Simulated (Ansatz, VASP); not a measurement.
# One calculation of I, two programs

The input INCAR:

```
SYSTEM = I
PREC = Accurate
ENCUT = 520
EDIFF = 1E-6
ISMEAR = 0
SIGMA = 0.01
LREAL = .FALSE.
LASPH = .TRUE.
NELM = 60
ALGO = Normal
ISIF = 2
LWAVE = .FALSE.
LCHARG = .FALSE.
GGA = PE
NBANDS = 22
```

File KPOINTS:

```
regular mesh
0
G
  6 6 2
  0 0 0
```

The input POSCAR:

```
I
1.0
    4.4016896299     -2.2664941222      0.0000000000
    4.4016896299      2.2664941222      0.0000000000
    0.0000000000      0.0000000000      9.6313395154
I
4
Direct
    0.8417984967      0.1582015033      0.8779801343
    0.3417984967      0.6582015033      0.6220198657
    0.1582015033      0.8417984967      0.1220198657
    0.6582015033      0.3417984967      0.3779801343
```

Input for Ansatz:

```yaml
crystal:
  lattice:
    - [4.4016896299, -2.2664941222, 0.0]
    - [4.4016896299, 2.2664941222, 0.0]
    - [0.0, 0.0, 9.6313395154]
  atoms:
    - { symbol: I, position: [0.8417984967, 0.1582015033, 0.8779801343] }
    - { symbol: I, position: [0.3417984967, 0.6582015033, 0.6220198657] }
    - { symbol: I, position: [0.1582015033, 0.8417984967, 0.1220198657] }
    - { symbol: I, position: [0.6582015033, 0.3417984967, 0.3779801343] }
kpoints:
  mp_grid: { grid: [6, 6, 2] }
hamiltonian:
  xc: pbe
scf:
  occupations: { method: fixed }
  n_extra_bands: 5
output:
  forces: true
  stress: true
  eigenvalues: true
```

Alike in both runs: task single point; functional PBE; k mesh 6 × 6 × 2; no spin polarisation.

```csv
,VASP,Ansatz
version,VASP 6.6.1,Ansatz 0.2.0
potentials or method,"VASP PAW PBE potentials, release 64 (I)","plane waves, PAW"
plane-wave cutoff (eV),520,420
occupations,"gaussian, width 0.01 eV",fixed
valence electrons in the cell,28,68
```

Ansatz gave:

| Property | Result |
| --- | --- |
| gap on the k mesh at the Fermi level (eV) | 1.18 |
| pressure (GPa) | 1.4 |
| largest component of the traceless stress (GPa) | 1.32 |
| rms of the force components (eV/Å) | 0.191 |

**Question.** Estimate VASP's values.

**Answer.** gap on the k mesh at the Fermi level (eV): 1.18; pressure (GPa): 1.3; largest component of the traceless stress (GPa): 1.29; rms of the force components (eV/Å): 0.181.

Atom by atom the forces differ by 0.009 eV/Å (rms over components). The two sets of potentials don't hold the same shells in valence.

Caveats: spin-orbit coupling is left out, which moves the levels of the heavy elements. PBE gaps usually lie below the measured ones, often by a third to a half. A k mesh can miss the band edges.
